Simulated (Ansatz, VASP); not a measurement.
One calculation of As, two programs

```
As
1.0
     1.82364    1.05288    6.92528
    -1.82364    1.05288    6.92528
     0.00000   -2.10576    6.92528
As
2
Direct
  0.79990 0.79990 0.79990
  0.20010 0.20010 0.20010
```

Alike in both runs: functional RPBE; k mesh 10 × 10 × 10; occupations fermi-dirac, width 0.1 eV; no spin polarisation.

Ansatz relaxed the structure, and its values are those at the end. VASP's run is a single point on that final structure, the one shown.

```csv
,VASP,Ansatz
version,VASP 6.6.1,Ansatz 0.2.0
potentials or method,"VASP PAW PBE potentials, release 64 (As)","plane waves (420 eV) with PAW, scalar-relativistic"
plane-wave cutoff (eV),520,420
valence electrons in the cell,10,30
```

VASP gave:

```
pressure (GPa)                     : 0.2
rms of the force components (eV/Å) : 0.042
```

Task: Estimate Ansatz's values.

Result: Pressure (GPa): 0.0; rms of the force components (eV/Å): 0.001.

With one functional, cell and mesh, what is left measures potentials, basis and numerics. The two sets of potentials don't hold the same shells in valence.

Caveats: the PAW data sets were made with another functional, which shifts forces and pressure a little (VASP).
